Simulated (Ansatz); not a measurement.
# Mg: the cost of one run

Method: DFT PBE, scalar-relativistic, plane waves, PAW, in Ansatz 0.2.0.

### Step 1. Starting point

The structure is cubic, space group Fm-3m (No. 225). Conventional cell: a = 4.489 Å, b = 4.489 Å, c = 4.489 Å, α = 90.00°, β = 90.00°, γ = 90.00°. Around Mg (site symmetry m-3m) lie 12 Mg at 3.17 Å.

As a file:

```cif
data_structure
_symmetry_space_group_name_H-M 'P 1'
_symmetry_Int_Tables_number 1
_cell_length_a 3.1739
_cell_length_b 3.1739
_cell_length_c 3.1739
_cell_angle_alpha 60.000
_cell_angle_beta 60.000
_cell_angle_gamma 60.000
_cell_volume 22.61
loop_
_atom_site_label
_atom_site_type_symbol
_atom_site_fract_x
_atom_site_fract_y
_atom_site_fract_z
_atom_site_occupancy
Mg1 Mg 0.00000 0.00000 0.00000 1
```

The structure comes from the Materials Project (structure only).

### Step 2. A change within the space group

The change: strain xx, yy, zz, yz, xz, xy = +3.8, +3.8, +3.8, +0.0, +0.0, +0.0 %.

File input.yaml:

```yaml
crystal:
  lattice:
    - [0.0, 2.3296723834, 2.3296723834]
    - [2.3296723834, 0.0, 2.3296723834]
    - [2.3296723834, 2.3296723834, 0.0]
  atoms:
    - { symbol: Mg, position: [0.0, 0.0, 0.0] }
basis:
  ecutwfc: 420
kpoints:
  mp_grid: { grid: [16, 16, 16] }
hamiltonian:
  xc: pbe
scf:
  occupations: { method: gaussian, width: 0.1 }
output:
  forces: true
  stress: true
  eigenvalues: true
```

Started as:

```console
ansatz run input.yaml --threads 1 --pin off --max-ram 1331MiB --backend cpu --events-out ev --progress --plain --runs-dir out
```

Q: Estimate wall time and peak memory on 1 thread of an x86-64 CPU, shared host.

About 3.3 s, with a peak of 0.31 GiB.
